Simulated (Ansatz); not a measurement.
Computed with DFT PBE, scalar-relativistic, plane waves, PAW (Ansatz 0.2.0). All cells share a 420 eV cutoff and Γ-centred k meshes spaced at most about 0.3 Å⁻¹ (about 0.25 or finer for metals, 2π included). No spin polarisation in the final relaxations.

Temperature and zero-point effects are left out.

Compare these two cells of Ge, each relaxed at this level.

A.

```cif
data_structure
_symmetry_space_group_name_H-M 'P6_3/mcm'
_symmetry_Int_Tables_number 193
_cell_length_a 5.7160
_cell_length_b 5.7160
_cell_length_c 7.1407
_cell_angle_alpha 90.000
_cell_angle_beta 90.000
_cell_angle_gamma 120.000
_cell_volume 202.05
loop_
_atom_site_label
_atom_site_type_symbol
_atom_site_symmetry_multiplicity
_atom_site_Wyckoff_symbol
_atom_site_fract_x
_atom_site_fract_y
_atom_site_fract_z
_atom_site_occupancy
Ge1 Ge 6 g 0.27409 0.00000 0.25000 1
Ge2 Ge 4 d 0.33333 0.66667 0.00000 1
```

B.

```cif
data_structure
_symmetry_space_group_name_H-M 'P-3m1'
_symmetry_Int_Tables_number 164
_cell_length_a 3.9735
_cell_length_b 3.9735
_cell_length_c 6.6796
_cell_angle_alpha 90.000
_cell_angle_beta 90.000
_cell_angle_gamma 120.000
_cell_volume 91.33
loop_
_atom_site_label
_atom_site_type_symbol
_atom_site_symmetry_multiplicity
_atom_site_Wyckoff_symbol
_atom_site_fract_x
_atom_site_fract_y
_atom_site_fract_z
_atom_site_occupancy
Ge1 Ge 2 c 0.00000 0.00000 0.81377 1
Ge2 Ge 2 d 0.33333 0.66667 0.66243 1
```

Task: Which form is favoured at zero pressure, and by what margin per atom?

Result: B is lower, by 40 meV/atom. A has space group P6_3/mcm (No. 193), 20.2 Å³/atom and no gap on its mesh; B has space group P-3m1 (No. 164), 22.8 Å³/atom and no gap. Counting all near atoms (those within 1.25 times the shortest such distance or 1.15 times the sum of covalent radii; a plus sign parts nearer from farther groups; a slash parts the counts of unlike sites), A has Ge 6/6+3 and B has Ge 3/4. In A, Ge on a site of symmetry m2m has 6 Ge at 2.71–2.75 Å; Ge on a site of symmetry 32 is surrounded by 6 Ge at 2.75 Å. In B, Ge on its first site is surrounded by 4 Ge at 2.49–2.51 Å; around Ge on its second site lie 3 Ge at 2.51 Å. Both come from invented guesses. A third cell relaxed alike, in P6_3/mmc, lies 240 meV/atom below the lower of the two. The part of the Crystallography Open Database at hand lists Ge in space groups No. 64, 96, 227; no cell shown has one of them.

Cells relaxed within their symmetry can be saddle points.
